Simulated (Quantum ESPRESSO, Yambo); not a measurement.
An input for Yambo 5.3.0 (BN (P6_3mc)):

```
HF_and_locXC
gw0
dyson
ppa
em1d
rim_cut
RandQpts= 1000000
RandGvec= 1 RL
EXXRLvcs= 72 Ry
VXCRLvcs= 288 Ry
Chimod= "HARTREE"
% BndsRnXp
 1 | 24 |
%
NGsBlkXp= 15.5 Ry
% LongDrXp
 1 | 1 | 1 |
%
% GbndRnge
 1 | 24 |
%
DysSolver= "n"
ExtendOut
PPAPntXp= 27.21138 eV
% QPkrange
 1 | 1 | 7 | 10 |
 19 | 19 | 7 | 10 |
 4 | 4 | 7 | 10 |
%
```

The database entry behind the starting cell has ideal inner coordinates that were not refined, so it need not match the best structure at ambient conditions.

```sh
OMP_NUM_THREADS=1 mpirun -n 4 yambo -F gw1.in -J gw1 -C gw1 > gw1.log
```

The stored states that it reads are on a 6×6×4 mesh. The structure is hexagonal, space group P6_3mc (No. 186). Conventional cell: a = 2.536 Å, b = 2.536 Å, c = 4.199 Å, α = 90.00°, β = 90.00°, γ = 120.00°. B has 4 N at 1.56 to 1.57 Å nearest. Nearest to N lie 4 B at 1.56 to 1.57 Å. Farther neighbours and most contacts between anions are not listed.

**Question.** How long will it take on 4 MPI ranks of Arm Neoverse V1, shared host, and how much memory?

It took 30 s; on shared hardware allow 15 s to 60 s. Peak host memory was 1.3 GiB.

The screening grows as filled bands × empty bands × pairs of k points, times the square of the screening basis for the matrix.

[Paths, hosts, dates, memory and timing lines, banners, echoed tables and standing remarks are left out of the program output.]

[Logs are printed without paths, hosts, clocks, repeated set-up lines and the standing remarks that a program may print on its own settings, such as how far it seeks lower states.]

[Runs of the session that timed out or met a known fault of the program may be left out.]

[Hosts, paths, dates, database ids (printed as entryN), source tags and the programs' standing remarks are cut or masked in the printed files.]
